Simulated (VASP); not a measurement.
Set up this calculation in VASP 6.6.1, as the native input.

- Task: relaxation of cell and atoms
- Functional: PBEsol
- Potentials or basis: VASP PAW PBE potentials, release 64 (Mn_pv, Si)
- Cutoff: 600 eV
- k mesh: 8 × 8 × 8
- Occupations: fermi-dirac, width 0.05 eV
- Spin: collinear spin, ferromagnetic start
- Starting moments: [4.0, 4.0, 4.0, 0.0] μB
- Ladder: gaps
- Further INCAR settings: ALGO = Normal; EDIFF = 1e-06; IBRION = 2; EDIFFG = -0.01; NSW = 60; ISIF = 3

The structure of Mn3Si lies in POSCAR:

```
Mn3Si
1.0
    0.0000000000      2.8610000000      2.8610000000
    2.8610000000      0.0000000000      2.8610000000
    2.8610000000      2.8610000000      0.0000000000
Mn Si
3 1
Direct
    0.7500000000      0.7500000000      0.7500000000
    0.2500000000      0.2500000000      0.2500000000
    0.5000000000      0.5000000000      0.5000000000
    0.0000000000      0.0000000000      0.0000000000
```

These files were run (other wordings do the same):

INCAR

```
ALGO = Normal ; EDIFF = 1E-6
EDIFFG = -0.01 ; ENCUT = 600
GGA = PS ; IBRION = 2
ISIF = 3 ; ISMEAR = -1
ISPIN = 2 ; KPAR = 2
LASPH = T ; LCHARG = F
LMAXMIX = 4 ; LORBIT = 11
LREAL = F ; LWAVE = F
MAGMOM = 4 4 4 0 ; NELM = 150
NSW = 60 ; PREC = Accurate
SIGMA = 0.05
```

KPOINTS

```
k-points
0
Gamma
  8 8 8
```

Potentials or basis: VASP PAW PBE potentials, release 64 (Mn_pv, Si).

The run is started by

```bash
$ cat potpaw_PBE.64/Mn_pv/POTCAR potpaw_PBE.64/Si/POTCAR > POTCAR
$ mpirun -np 2 vasp_std > vasp.out
```

Results of the run:

* Relaxed volume: 10.79 Å³/atom
* Relaxed cell: a = 3.937 Å, b = 3.937 Å, c = 3.937 Å, α = 60.00°, β = 60.00°, γ = 60.00°
* Space group after relaxing (to 0.05 Å): Fm-3m (No. 225)
* Energy gained by relaxing: 48.8 meV/atom
* Ionic steps: 3
* Pressure after relaxing: -0.1 GPa
* Band gap on the k mesh: none (metal or under the smearing width)
* Net moment: 1.07 μB per cell
* Site moments: Mn -0.62, +2.25; Si +0.04 μB
* Valence electrons inside the program's atomic spheres: Mn 12.07, 11.95; Si 1.66

Caveat: the PAW data sets were made with another functional, which shifts forces and pressure a little.

Run time: 100 s on 2 MPI ranks on Intel(R) Xeon(R) 6975P-C (Granite Rapids), on a shared host, peak memory 0.25 GiB a rank.
